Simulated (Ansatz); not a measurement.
CoO:

```xyz
2
Lattice="1.5055 0.8692 2.4399 -1.5055 0.8692 2.4399 0.0000 -1.7384 2.4399" Properties=species:S:1:pos:R:3 pbc="T T T"
Co    0.0000    0.0000    0.0000
O     0.0000    0.0000    3.6599
```

The cell is a database's computed one.

Base run:

| Item | Value |
| --- | --- |
| Program | Ansatz 0.2.0 |
| Functional | LDA |
| Potentials or basis | all-electron LAPW, scalar-relativistic |
| Cutoff | 362 eV |
| Density cutoff | 1449 eV |
| Basis error allowed | 0.001 eV/atom |
| k mesh | 11 × 11 × 11 |
| Occupations | fermi-dirac, width 0.05 eV |
| Spin | collinear spin, ferromagnetic start |
| Starting moments | [2.0, 0.0] μB |

Its results: pressure -17.9 GPa; net moment 2.85 μB per cell; site moments Co +2.49; O +0.33 μB.

**Question.** The run is repeated on the same cell with these changes: functional from LDA to PBE. What comes out?

**Answer.** Pressure -0.1 GPa; net moment 2.90 μB per cell; site moments Co +2.57; O +0.31 μB.

PBE binds less tightly than LDA, so the same cell stands under more pressure.

Caveats: a cell with one magnetic atom can't hold antiferromagnetic order, which such compounds often take.

Not every run made on this cell is shown here.
